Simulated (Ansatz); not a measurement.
Input and command of a calculation in Ansatz (plane waves; scalar-relativistic PAW potentials unless the input names others):

```yaml
crystal:
  lattice:
    - [0.0, 2.6957086, 2.6957086]
    - [2.6957086, 0.0, 2.6957086]
    - [2.6957086, 2.6957086, 0.0]
  atoms:
    - { symbol: Be, position: [0.0, 0.0, 0.0] }
    - { symbol: Te, position: [0.75, 0.75, 0.75] }
basis:
  ecutwfc: 420
kpoints:
  mp_grid: { grid: [8, 8, 8] }
hamiltonian:
  xc: pbe
scf:
  occupations: { method: gaussian, width: 0.02 }
  max_iter: 80
output:
  forces: true
  eigenvalues: true
  stress: true
total_charge: -6
```

```bash
ansatz run input.yaml --threads 1 --pin off --max-ram 1331MiB --backend cpu --events-out ev --progress --plain --runs-dir out
```

Abridged log:
```
Pseudopotentials: kind: paw
Pseudopotential: Be, paw, valence charge 2, recommended cutoff 420 eV (normal)
Pseudopotential: Te, paw, valence charge 16, recommended cutoff 420 eV (normal)
Functional definition: PBE
Crystal: 2 atoms, lattice volume = 39.179 Å³
Basis set: ecut = 420 eV, 749 PW (Γ), exchange–correlation on 54×54×54 points (8 copies of the dense FFT grid, shifted against one another)
Bands: 16, of which v1, the nominal top of the filled ones, is band 12 counted from 1 (11 counted from 0)
Symmetry: 24 space group operations
Space group: F-43m (ITA 216), of the structure as read, at distance tolerance 3.4e-5 Å
k-points: 29 of 512 (time reversal used)
Initial density: superposition of atomic densities (neutral atoms scaled as one to the charged cell's electrons: chi_scale 0, normalization atom), corrected by the library's trained network
Initial wavefunctions: pseudopotential atomic-orbital guess
Functional: x = pbe(κ = 0.804, μ = 0.21951497), c = pbe(β = 0.06672455)
SCF iter   1: F=—  HF=-7189.174005 eV  |F-HF|=—  |Δ(HF+E_count)|=         —  Δρ=1.47e0  dr2=1.03e3  ethr=1.77e-3  ⟨swp⟩=6.3  Hψ=3146  notcnv=0
SCF iter   2: F=—  HF=-7102.570085 eV  |F-HF|=—  |Δ(HF+E_count)|=    8.66e1  Δρ=8.06e-1  dr2=2.71e2  ethr=1.77e-3  ⟨swp⟩=4.2  Hψ=1865  notcnv=0  defer=10
SCF iter   3: F=—  HF=-7034.017063 eV  |F-HF|=—  |Δ(HF+E_count)|=    6.86e1  Δρ=4.66e-1  dr2=9.80e1  ethr=1.77e-3  ⟨swp⟩=4.6  Hψ=2023  notcnv=0  defer=10
SCF iter   4: F=—  HF=-7010.395816 eV  |F-HF|=—  |Δ(HF+E_count)|=    2.36e1  Δρ=3.20e-1  dr2=4.24e1  ethr=1.77e-3  ⟨swp⟩=4.4  Hψ=1697  notcnv=0  defer=9
SCF iter   5: F=—  HF=-6996.316909 eV  |F-HF|=—  |Δ(HF+E_count)|=    1.41e1  Δρ=2.08e-1  dr2=1.20e1  ethr=1.77e-3  ⟨swp⟩=5.7  Hψ=1525  notcnv=0  defer=10
SCF iter   6: F=—  HF=-7002.955091 eV  |F-HF|=—  |Δ(HF+E_count)|=    6.64e0  Δρ=1.63e-1  dr2=1.61e1  ethr=1.77e-3  ⟨swp⟩=8.4  Hψ=2223  notcnv=0  defer=11
SCF iter   7: F=—  HF=-6997.733355 eV  |F-HF|=—  |Δ(HF+E_count)|=    5.22e0  Δρ=1.04e-1  dr2=5.32e0  ethr=1.77e-3  ⟨swp⟩=6.0  Hψ=1458  notcnv=0  defer=9
SCF iter   8: F=—  HF=-6995.492603 eV  |F-HF|=—  |Δ(HF+E_count)|=    2.24e0  Δρ=4.36e-2  dr2=7.45e-1  ethr=1.77e-3  ⟨swp⟩=5.3  Hψ=1255  notcnv=0  defer=10
SCF iter   9: F=—  HF=-6995.186438 eV  |F-HF|=—  |Δ(HF+E_count)|=   3.06e-1  Δρ=1.65e-2  dr2=9.66e-2  ethr=1.77e-3  ⟨swp⟩=3.6  Hψ=1136  notcnv=0  defer=9
SCF iter  10: F=—  HF=-6995.142598 eV  |F-HF|=—  |Δ(HF+E_count)|=   4.38e-2  Δρ=1.27e-3  dr2=6.08e-4  ethr=4.02e-4  ⟨swp⟩=4.0  Hψ=1101  notcnv=0  defer=9
SCF iter  11: F=—  HF=-6995.142284 eV  |F-HF|=—  |Δ(HF+E_count)|=   3.14e-4  Δρ=6.84e-5  dr2=2.51e-6  ethr=2.53e-6  ⟨swp⟩=2.4  Hψ=963  notcnv=0  defer=8
SCF iter  12: F=—  HF=-6995.142292 eV  |F-HF|=—  |Δ(HF+E_count)|=   8.42e-6  Δρ=8.75e-6  dr2=4.21e-8  ethr=4.17e-10  ⟨swp⟩=8.6  Hψ=3604  notcnv=0
SCF iter  13: F=-6995.142292 eV  HF=-6995.142292 eV  |F-HF|=6.24e-10  |Δ(HF+E_count)|=   1.26e-8  Δρ=2.39e-6  dr2=1.74e-9  ethr=1.76e-10  ⟨swp⟩=2.6  Hψ=1597  notcnv=0
SCF 1 converged in 13 iterations: F = -6995.142292 eV  dr2 = 1.74e-9
SCF converged after 13 iterations
Free energy (F): -6995.142292 eV
Harris-Foulkes:  -6995.142292 eV  (|F-HF|=6.24e-10)
Internal energy: -6995.141409 eV  (E = F + TS)
E sigma→0 (E₀):  -6995.141851 eV
Entropy (-TS):   -0.000883 eV (-0.442 meV/atom)
Fermi energy:    14.727892 eV
--- Forces (eV/Å), atoms counted from 1 ---
  atom   1  Be     0.00000000     0.00000000     0.00000000
  atom   2  Te     0.00000000     0.00000000     0.00000000
--- Stress (GPa, compression-positive) ---
       20.936092       0.000000       0.000000
        0.000000      20.936092       0.000000
        0.000000       0.000000      20.936092
  P = ⅓ Tr σ = 20.9361 GPa (209.361 kbar)
```

**Question.** What is wrong with this input?

**Answer.** The fault is a net charge on a solid that should be neutral, 6 electrons a cell too many, offset by a uniform background, so that energy and pressure hang on that convention (total_charge: not typed → -6, the first being the value of the sound run). Setting it back cures it. The run converged all the same, with a total energy on another zero, pressure 20.94 GPa (with the neutralising background of the charged cell), largest force 0.000 eV/Å, no gap on the mesh, so convergence alone doesn't show that an input is right. A reference run from the same start on usual settings converged with pressure 11.21 GPa, largest force 0.000 eV/Å, gap on the mesh 1.64 eV.